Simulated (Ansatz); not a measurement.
# S (reference phase): the cost of one run

Method: DFT LDA, with the methods named in each step, in Ansatz 0.2.0.

### 1 Starting point

It takes space group R-3 (No. 148, trigonal). The conventional cell has a = 10.766 Å, b = 10.766 Å, c = 4.225 Å, α = 90.00°, β = 90.00°, γ = 120.00°. S (site symmetry 1) has 2 S at 2.07 Å as nearest neighbours.

Coordinates:

```
CELL_PARAMETERS angstrom
5.38300 3.10788 1.40833
-5.38300 3.10788 1.40833
0.00000 -6.21575 1.40833
ATOMIC_POSITIONS crystal
S 0.58450 0.35100 0.24650
S 0.24650 0.58450 0.35100
S 0.35100 0.24650 0.58450
S 0.41550 0.64900 0.75350
S 0.75350 0.41550 0.64900
S 0.64900 0.75350 0.41550
```

Atoms are numbered in the order of the input: S1, S2, S3, S4, S5, S6.

### 2 Relaxed, PAW

Input file input.yaml:

```yaml
crystal:
  lattice:
    - [5.383, 3.107876499, 1.4083333333]
    - [-5.383, 3.107876499, 1.4083333333]
    - [0.0, -6.2157529981, 1.4083333333]
  atoms:
    - { symbol: S, position: [0.5845, 0.351, 0.2465] }
    - { symbol: S, position: [0.2465, 0.5845, 0.351] }
    - { symbol: S, position: [0.351, 0.2465, 0.5845] }
    - { symbol: S, position: [0.4155, 0.649, 0.7535] }
    - { symbol: S, position: [0.7535, 0.4155, 0.649] }
    - { symbol: S, position: [0.649, 0.7535, 0.4155] }
kpoints:
  mp_grid: { grid: [9, 9, 9] }
scf:
  occupations: { method: fermi_dirac, width: 0.05 }
hamiltonian:
  xc: lda
  pseudopotentials: { kind: paw }
output:
  forces: true
  stress: true
relax:
  f_tol: 0.003
  max_steps: 80
  cell: {}
```

On the command line:

```console
> ansatz run input.yaml --threads 4 --pin off --max-ram 10240MiB --backend cpu --events-out ev --progress --plain --runs-dir out
```

What time and memory should one allow on 4 threads of Arm Neoverse V1, shared host?

About 31 s, with a peak of 0.65 GiB.
